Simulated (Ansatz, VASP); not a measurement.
**One calculation of HgTe, two programs**

```
Hg Te
1.0
     0.00000    3.18000    3.18000
     3.18000    0.00000    3.18000
     3.18000    3.18000    0.00000
Hg Te
1 1
Direct
  0.00000 0.00000 0.00000
  0.50000 0.50000 0.50000
```

Measurements of this composition are mostly on another form, of space group No. 216.

Alike in both runs: functional PBE; k mesh 5 × 5 × 5; occupations fermi-dirac, width 0.05 eV; non-collinear spin, spin-orbit coupling.

|  | VASP | Ansatz |
| --- | --- | --- |
| version | VASP 6.6.1 | Ansatz 0.2.0 |
| potentials or method | VASP PAW PBE potentials, release 64 (Hg, Te) | Ansatz PAW |
| plane-wave cutoff (eV) | 520 | 420 |
| valence electrons in the cell | 18 | 36 |
| task | single point | band structure |

```csv
,VASP,Ansatz,Ansatz less VASP
gap on the k mesh at the Fermi level (eV),none,none,-
pressure (GPa),-3.5,-3.7,-0.18
net moment per atom (μB),0.00,0.00,0.000
```

A gap of «none» marks a metal or a gap that the smearing closes. The functional is the same, so the differences come from potentials, cutoffs and numerics. The two sets of potentials don't hold the same shells in valence.
